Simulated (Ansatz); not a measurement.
# Mg: the cost of one run

Program: Ansatz 0.2.0. Level of theory: DFT PBE, scalar-relativistic, plane waves, PAW. These are calculated values, not measurements.

## 1. The starting structure

The structure is hexagonal, space group P6_3/mmc (No. 194). The conventional cell has a = 3.209 Å, b = 3.209 Å, c = 5.210 Å, α = 90.00°, β = 90.00°, γ = 120.00°. Mg (site symmetry -6m2) has 12 Mg at 3.20 to 3.21 Å in its first shell of neighbours.

As a file:

```
CELL_PARAMETERS angstrom
3.20927 0.00000 0.00000
-1.60464 2.77931 0.00000
0.00000 0.00000 5.21033
ATOMIC_POSITIONS crystal
Mg 0.33333 0.66667 0.25000
Mg 0.66667 0.33333 0.75000
```

No relaxation comes first: the listed cell is the starting point.

## 2. Zero of energy

The reference gives a free energy of -3847.6089 eV, pressure -0.43 GPa, largest force 0.000 eV/Å and gap on the mesh none (metal). It was computed beforehand with the settings of the runs below.

## 3. Setting up energy and stress against strain

The cell is strained by ε times the Voigt pattern (1, 0, 0, 0, 0, 0) (xx, yy, zz, yz, xz, xy; engineering shear), with fractional coordinates fixed (clamped ions). The stress on the pattern is the sum of the stress components weighted by it, tension positive.

## 4. Point ε = -0.1500

File input.yaml:

```yaml
crystal:
  lattice:
    - [2.7278808026, 0.0, 0.0]
    - [-1.3639404013, 2.7793106748, 0.0]
    - [0.0, 0.0, 5.21033]
  atoms:
    - { symbol: Mg, position: [0.3333333333, 0.6666666667, 0.25] }
    - { symbol: Mg, position: [0.6666666667, 0.3333333333, 0.75] }
basis:
  ecutwfc: 420
kpoints:
  mp_grid: { grid: [18, 18, 10] }
hamiltonian:
  xc: pbe
scf:
  occupations: { method: gaussian, width: 0.15 }
output:
  forces: true
  stress: true
  eigenvalues: true
```

Run with:

```bash
$ ansatz run input.yaml --threads 1 --pin off --max-ram 2560MiB --backend cpu --events-out ev --progress --plain --runs-dir out
```

**Question.** How long does this run take on 1 thread of Oxide Virtual Turin-like (Zen 5), shared host, and how much memory does it need?

About 8.6 s, with a peak of 0.54 GiB.
